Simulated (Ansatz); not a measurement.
**How much do the gradients of PbF2 depend on the method?**

Cell: a COD entry, ions relaxed with PBE at fixed cell.

Space group Pnma (No. 62); a = 6.4400, b = 3.8990, c = 7.6510 Å.

| site | Wyckoff | site symmetry | x | y | z |
| --- | --- | --- | --- | --- | --- |
| Pb | 4c | .m. | 0.2557 | 0.2500 | 0.1050 |
| F5 | 4c | .m. | 0.8592 | 0.2500 | 0.0675 |
| F9 | 4c | .m. | 0.4750 | 0.2500 | 0.8440 |

One atom of each set is listed.

First run. The numbers come from a DFT calculation in Ansatz (PBE, plane waves and PAW, scalar-relativistic, 420 eV cutoff, Γ-centred 3×5×3 k-points, Fermi–Dirac smearing 0.02 eV).

| site | V_zz (10²¹ V/m²) | η |
| --- | --- | --- |
| Pb | -3.91 | 0.49 |
| F5 | -1.86 | 0.49 |
| F9 | 1.05 | 0.93 |

Second run. The same atoms and settings, except that the functional is r2SCAN and the cutoff is 500 eV.

Q: What does the second run give?

A: 

```
site   V_zz     η  change of V_zz
  Pb  -4.10  0.48           -0.19
  F5  -1.81  0.43           +0.05
  F9   1.01  0.79           -0.04
```

The largest change of V_zz is on Pb, from -3.91 to -4.10. In per cent, |V_zz| changes by +5 on Pb, -4 to -3 on F (all sites that start above 0.5).

Spin–orbit coupling is left out, which shifts gradients on Pb by a few per cent, and by more where contributions nearly cancel.
